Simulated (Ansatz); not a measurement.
# Al (P6_3/mmc) in Ansatz: a series of runs

The runs below take Al through phonons, elastic constants, with PBEsol.

Program: Ansatz 0.2.0. These are calculated values, not measurements. Logs are shortened: lines on timing, memory, paths and dates and some standing lists are left out, and cuts for length are marked.

## 1. The structure

The structure is hexagonal, space group P6_3/mmc (No. 194). The conventional cell has a = 2.812 Å, b = 2.812 Å, c = 4.867 Å, α = 90.00°, β = 90.00°, γ = 120.00°. Al (site symmetry -6m2) has 12 Al at 2.81 to 2.93 Å as nearest neighbours.

This isn't the form of Al at room conditions, which is fcc.

## 2. Phonons, PBEsol

input.yaml

```yaml
crystal:
  lattice:
    - [2.8124553515, 0.0, 0.0]
    - [-1.4062276757, 2.4356577814, 0.0]
    - [0.0, 0.0, 4.86685]
  atoms:
    - { symbol: Al, position: [0.3333333333, 0.6666666667, 0.25] }
    - { symbol: Al, position: [0.6666666667, 0.3333333333, 0.75] }
hamiltonian:
  xc: pbesol
  pseudopotentials: { kind: paw }
kpoints:
  mp_grid: { grid: [8, 8, 5] }
scf:
  occupations: { method: fermi_dirac, width: 0.05 }
phonons:
  method: dfpt
```

Potentials or basis: Ansatz PAW.

Run with:

```console
> ansatz run input.yaml --threads 2 --pin off --max-ram 5632MiB --backend cpu --events-out ev --progress --plain --runs-dir out
```

Output:

```text
Warning: RAYON_NUM_THREADS=2 ignored (pool sized by the plan → 2); use --threads N
zone centre: on kpoints.mp_grid the ground state, and the responses unless they are solved on pairs of k-points, stand on 63 of the mesh's 320 k-points, reduced under 4 symmetry operations, with k and −k counted as one. Each operation leaves every solved displacement unchanged or reverses it
Engine: ansatz 0.2.0, x86_64-unknown-linux-gnu
Pseudopotentials: kind: paw
Pseudopotential: Al, paw, valence charge 3, recommended cutoff 420 eV (normal), Al.paw.azcp
Functional definition: PBEsol
  exchange = pbesol_x
  correlation = pbesol_c
Crystal: 2 atoms, lattice volume = 33.339 Å³
Basis set: ecut = 420 eV, 665 PW (Γ), exchange–correlation on 40×40×72 points (8 copies of the dense FFT grid, shifted against one another)
Bands: 7, of which v1, the nominal top of the filled ones, is band 3 counted from 1 (2 counted from 0)
Symmetry: 24 space group operations
k-points: 63 of 320 (irreducible under 4 space group operations, time reversal used)
Non-local potential: Al, projectors of the file, l = 0: 2, l = 1: 2, l = 2: 1
PAW form: soft (Blöchl's): semilocal exchange-correlation on the pseudo side does not see the compensation charge
PAW frozen core: Al, regenerated for the run's functional, and the local potential with it (the file was generated under x = pbe(κ = 0.804, μ = 0.2195149727645171), c = pbe(β = 0.06672455060314922))
PAW one-centre angular grid: Al, 110 points (default); XC on 64 Gauss nodes
Initial density: superposition of atomic densities (neutral atoms: chi_scale 0, normalization atom), corrected by the library's trained network
Initial wavefunctions: pseudopotential atomic-orbital guess
Functional: x = pbesol(κ = 0.804, μ = 0.12345679012345678), c = pbesol(β = 0.046)
SCF iter   1: F=—  HF=-1048.993595 eV  |F-HF|=—  |Δ(HF+E_count)|=         —  Δρ=1.50e-3  dr2=7.52e-4  ethr=1.77e-3  ⟨swp⟩=5.5  Hψ=3739  notcnv=0
preconditioner: auto → none  [metal: Δε(μ)=0.035 eV  Ē_g=8.950 eV  σ=0.050 eV  W_gap=0.17  n_scr=2 (ndim 8)  ℏωp=15.8 eV  f_vac=0.000  D(μ)=1.28/eV (n_scr^D=10)  sad-step TF]
SCF iter   2: F=—  HF=-1048.993538 eV  |F-HF|=—  |Δ(HF+E_count)|=   5.66e-5  Δρ=8.87e-4  dr2=2.71e-4  ethr=1.25e-5  ⟨swp⟩=1.3  Hψ=967  notcnv=0
SCF iter   3: F=—  HF=-1048.993477 eV  |F-HF|=—  |Δ(HF+E_count)|=   6.08e-5  Δρ=4.06e-5  dr2=6.21e-7  ethr=4.52e-6  ⟨swp⟩=1.4  Hψ=489  notcnv=0
SCF iter   4: F=—  HF=-1048.993478 eV  |F-HF|=—  |Δ(HF+E_count)|=   5.70e-7  Δρ=7.14e-6  dr2=6.36e-9  ethr=1.04e-8  ⟨swp⟩=2.2  Hψ=601  notcnv=0
SCF iter   5: F=—  HF=-1048.993478 eV  |F-HF|=—  |Δ(HF+E_count)|=   9.69e-9  Δρ=1.39e-6  dr2=5.54e-10  ethr=1.06e-10  ⟨swp⟩=2.4  Hψ=625  notcnv=0
SCF iter   6: F=—  HF=-1048.993478 eV  |F-HF|=—  |Δ(HF+E_count)|=  1.02e-10  Δρ=3.22e-7  dr2=3.85e-11  ethr=9.23e-12  ⟨swp⟩=1.0  Hψ=434  notcnv=0
SCF iter   7: F=-1048.993478 eV  HF=-1048.993478 eV  |F-HF|=2.27e-13  |Δ(HF+E_count)|=  8.64e-12  Δρ=1.90e-8  dr2=1.17e-13  ethr=1.00e-12  ⟨swp⟩=4.8  Hψ=1434  notcnv=0
SCF 1 converged in 7 iterations: F = -1048.993478 eV  dr2 = 1.17e-13
DFPT response loops at Γ: preconditioner auto → Kerker (q_TF=auto, 2.050 Å⁻¹) (partly filled bands, converged f_vac=0.000); β = 1.00, the filter's whole step (`scf.mixing.beta` (0.50) is not read by the response loops under this deck's `scf.mixing.preconditioner`; to damp them name `kerker` or `kerker_dos`, under which they read `scf.mixing.beta`, and type it under 1.00, their step now; both keys bind the ground state too); Broyden in place of MSR1
SCF converged after 7 iterations
Free energy (F): -1048.993478 eV
Harris-Foulkes:  -1048.993478 eV  (|F-HF|=2.27e-13)
Internal energy: -1048.983793 eV  (E = F + TS)
E sigma→0 (E₀):  -1048.988635 eV
Entropy (-TS):   -0.009685 eV (-4.843 meV/atom)
Fermi energy:    7.778851 eV
--- Per-component energies (eV) ---
  E_band       = 20.363654
  E_kinetic    = 45.398934
  E_local      = 19.135724  (includes V_loc(G=0)·N_el)
  E_nonlocal   = 20.706973
  E_hartree    = 0.212513
  E_xc         = -78.654327
  E_vxc        = -58.118447  (∫ρ·V_xc dr)
  E_paw        = -909.367488  (= ΣΔE_a)
  E_vpaw       = -7.184551  (= ΣTr[D̂ρ^β])
  E_aug_tail   = -0.000005  (compensation charges beyond the density's cutoff)
  E_ewald      = -146.454395
  E_core_change = 0.038278  (= ΣΔE_core)
  E_smearing   = -0.009685  (= −TS)
  E_closure    = -0.000000  (closes the sum)
  Σ components = -1048.993478   (vs F -1048.993478, Δ=0.00e0)
--- Band table (eV; the first three rows and the last of 63) ---
  k-point 0: bands = ["-3.2789", "2.7169", "2.9515", "18.8493", "19.1663", "19.1663", "19.3581"]
  k-point 1: bands = ["-3.0296", "0.6590", "5.4526", "15.6230", "19.3528", "19.3528", "19.5594"]
  k-point 2: bands = ["-2.2842", "-1.0505", "8.4870", "11.9065", "19.8807", "19.8807", "20.0821"]
  k-point 62: bands = ["2.2751", "3.4573", "8.0789", "8.1563", "9.4116", "9.5790", "13.1807"]
--- Phonons (Γ-DFPT): 2 representative perturbations + reference, on 63 of 320 k-points (Σ response iterations 6) ---
  k mesh reduced under 4 symmetry operations, with k and −k counted as one. Each operation leaves every solved displacement unchanged or reverses it
  ASR residual: 1.029e-5 → 0.000e0 eV/Å²; symmetrization residual: 9.240e-12 eV/Å²
  ASR residual per site (eV/Å²): 1.03e-5 1.03e-5
  Γ frequencies (cm⁻¹): 0.00 0.00 0.00 125.64 125.64 294.16
  non-analytic LO–TO correction: not included (Born effective charges unavailable; polar crystals: no LO–TO splitting at Γ)
```

Wall time 6.9 s (2 threads of Intel Xeon at 2.50GHz (Skylake/Cascade Lake), shared host); peak memory 0.36 GiB.

Results:

| Item | Value |
| --- | --- |
| Free energy | -1048.9935 eV |
| Band gap on the k mesh | none (metal or under the smearing width) |
| Highest phonon frequency at Γ | 294 cm⁻¹ |

Phonon frequencies in cm⁻¹ (negative: imaginary):
```tsv
q point	frequencies
(0.000, 0.000, 0.000)	0 0 0 126 126 294
```

Caveat: the PAW data sets come from PBE, with cores solved anew for the run's functional, which leaves a small shift of forces and pressure.

## 3. Elastic constants, PBEsol

input.yaml: that of step 2 with these lines changed.

```diff
@@ -15,3 +15,7 @@
   occupations: { method: fermi_dirac, width: 0.05 }
-phonons:
-  method: dfpt
+output:
+  forces: true
+  stress: true
+elastic:
+  mode: relaxed_ion
+  stencil: two_point
```

Potentials or basis: Ansatz PAW.

Run with:

```console
> ansatz run input.yaml --threads 2 --pin off --max-ram 5632MiB --backend cpu --events-out ev --progress --plain --runs-dir out
```

Output:

```text
Warning: RAYON_NUM_THREADS=2 ignored (pool sized by the plan → 2); use --threads N
[... 6 set-up lines as earlier in the session ...]
Crystal: 2 atoms, lattice volume = 33.339 Å³
Basis set: ecut = 420 eV, 665 PW (Γ), exchange–correlation on 40×40×72 points (8 copies of the dense FFT grid, shifted against one another)
Bands: 7, of which v1, the nominal top of the filled ones, is band 3 counted from 1 (2 counted from 0)
[... 1 set-up line as earlier in the session ...]
Space group: P63/mmc (ITA 194), of the structure as read, at distance tolerance 3.2e-5 Å
k-points: 30 of 320
[... 7 set-up lines as earlier in the session ...]
[... 173 lines left out ...]
--- Elastic constants: 3 strain directions × 2 members + reference (group order 24) ---
  dense FFT box of the reference and of every strained cell: 20×20×36
  strains applied: 11, 33, 23; error gains: componentwise 1.00 (the most a stress slope's error grows in a printed constant), spectral 1.41 (1 for all six strains in a standard setting)
  C = ∂σ_k/∂η_j (tension-positive GPa; Voigt order 11 22 33 23 13 12):
       176.666     50.369      9.768      0.000      0.000     -0.000
        50.369    176.666      9.768      0.000      0.000     -0.000
         8.712      8.712    169.532      0.000      0.000     -0.000
        -0.000      0.000     -0.000    -59.660      0.000      0.000
         0.000      0.000      0.000     -0.000    -59.660     -0.000
        -0.000     -0.000      0.000      0.000      0.000     63.149
  reference stress σ⁰ (GPa):      1.501      1.501      2.717      0.000      0.000      0.000
  C* (energy form; C + prestress term) asymmetry max|C*_kj − C*_jk| = 1.607e-1 GPa — a small one proves nothing (zero by symmetry where the batch's group is 432, −43m or m−3m); a large one is finite-difference/SCF noise where every solve meets its electron count
  moduli (Voigt/Reuss/Hill, GPa): K = 73.40/72.42/72.91   G = 19.03/518.65/268.84   E = 361.81   ν = -0.327
  mechanically stable: NO (min eigenvalue of sym C = -59.66 GPa)
  the stresses are not corrected for the forces that the relaxations left standing (`elastic.f_tol`)
  strain η (Voigt 11):  stress-route row diagonal C_11 = 176.67 GPa, energy-path curvature d²(F+E_count+ΔE)/dδ²/Ω₀ = 176.99 GPa
         δ    σ_11 (GPa)             F (eV)   n_scf  n_hpsi   n_pw
    -2.000e-3       1.1424       -1048.9940330       8    8969    665   relax 2 steps, max|allowed force component| 2.69e-5 eV/Å
     2.000e-3       1.8491       -1048.9927820       8    8972    665   relax 2 steps, max|allowed force component| 1.84e-5 eV/Å
  strain η (Voigt 33):  stress-route row diagonal C_33 = 169.53 GPa, energy-path curvature d²(F+E_count+ΔE)/dδ²/Ω₀ = 169.74 GPa
         δ    σ_33 (GPa)             F (eV)   n_scf  n_hpsi   n_pw
    -2.000e-3       2.3741       -1048.9945344       6    3815    665   relax 0 steps, max|allowed force component| 6.94e-18 eV/Å
     2.000e-3       3.0522       -1048.9922746       5    3876    665   relax 0 steps, max|allowed force component| 5.20e-18 eV/Å
  strain η (Voigt 23):  stress-route row diagonal C_44 = -59.66 GPa, energy-path curvature d²(F+E_count+ΔE)/dδ²/Ω₀ = -60.61 GPa
         δ    σ_23 (GPa)             F (eV)   n_scf  n_hpsi   n_pw
    -2.000e-3       0.1193       -1048.9935053       9   14262    665   relax 1 steps, max|allowed force component| 2.40e-5 eV/Å
     2.000e-3      -0.1193       -1048.9935053       9   14305    665   relax 1 steps, max|allowed force component| 2.40e-5 eV/Å
```

elastic.tsv:

```text
[... 16 lines left out ...]
6	-1.1570000734e-15	-4.1412263857e-15	2.2204461561e-16	3.4465730252e-26	2.8698485465e-42	6.3148582576e1	6.2545557124e-15	3.2703294000e-15	7.6336004014e-15	3.4465730252e-26	2.8698485465e-42	6.3148582576e1	-7.8065443815e-19	1.1435181214e-17	5.7824116045e-18	-3.3657000126e-29	-2.8025082360e-45	-3.9044803558e-2
```

Wall time 26 s (2 threads of Intel Xeon at 2.50GHz (Skylake/Cascade Lake), shared host); peak memory 0.33 GiB.

What came out:

```yaml
Free_energy: -1048.9935 eV
Pressure: -1.9 GPa
Band_gap_on_the_k_mesh: none (metal or under the smearing width)
Voigt_bulk_modulus: 73 GPa
```

Elastic tensor in Voigt notation (GPa, in the Cartesian axes of the cell as first typed):
```
177  50  10   0   0   0
 50 177  10   0   0   0
  9   9 170   0   0   0
  0   0   0 -60   0   0
  0   0   0   0 -60   0
  0   0   0   0   0  63
```

Caveat: the elastic tensor has a negative eigenvalue, so either the cell is unstable as it stands or the mesh is too thin; the PAW data sets come from PBE, with cores solved anew for the run's functional, which leaves a small shift of forces and pressure.
